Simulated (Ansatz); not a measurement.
AgInTe2 as one 8-atom ordering (I-42d) on the zincblende lattice was relaxed with 4 functionals in Ansatz, cell and atoms free, the symmetry of the start kept (meshes: PBE 6×6×6, r2SCAN 6×6×6, PBEsol 6×6×6, LDA 6×6×6). (Calculated; spin-unpolarised; the phase may be known or hypothetical.)

The PBE result:
```
CELL_PARAMETERS angstrom
-3.28269 3.28269 6.50890
3.28269 -3.28269 6.50890
3.28269 3.28269 -6.50890
ATOMIC_POSITIONS crystal
Ag 0.00000 0.00000 0.00000
Te 0.37500 0.36933 0.49433
Ag 0.75000 0.25000 0.50000
Te 0.11933 0.62500 0.99433
In 0.50000 0.50000 0.00000
Te 0.87500 0.88067 0.50567
In 0.25000 0.75000 0.50000
Te 0.63067 0.12500 0.00567
```

It is tetragonal, I-42d (No. 122); conventional cell a = 6.565 Å, c = 13.018 Å, 35.07 Å³ an atom. Around Ag lie 4 Te at 2.81 Å; around Te lie 2 Ag at 2.81 Å and 2 In at 2.86 Å; around In lie 4 Te at 2.86 Å.

Question: Order the functionals by the relaxed volume, smallest first.
A. LDA
B. r2SCAN
C. PBE
D. PBEsol

Answer: A (31.88 Å³/atom), D (33.01 Å³/atom), B (34.09 Å³/atom), C (35.07 Å³/atom).

Question: How does the cell change with LDA?

Answer: a = 6.355 Å, c = 12.631 Å; the volume differs by -9.1 % from PBE's. Ag is surrounded by 4 Te at 2.71 Å; Te is surrounded by 2 Ag at 2.71 Å and 2 In at 2.78 Å; In is surrounded by 4 Te at 2.78 Å.

Question: How does the cell change with PBEsol?

Answer: a = 6.433 Å, c = 12.763 Å; the volume differs by -5.9 % from PBE's. Around Ag lie 4 Te at 2.75 Å; around Te lie 2 Ag at 2.75 Å and 2 In at 2.81 Å; around In lie 4 Te at 2.81 Å.

Question: Held at the r2SCAN cell, what mean stress do LDA and PBE find, and does its sign point to their own minimum?

Answer: Yes. LDA -2.71 GPa, and its relaxed volume is -6.5 % from r2SCAN's; PBE +1.18 GPa, and its relaxed volume is +2.9 % from r2SCAN's. Compression counts positive, so a positive stress asks for a larger cell.
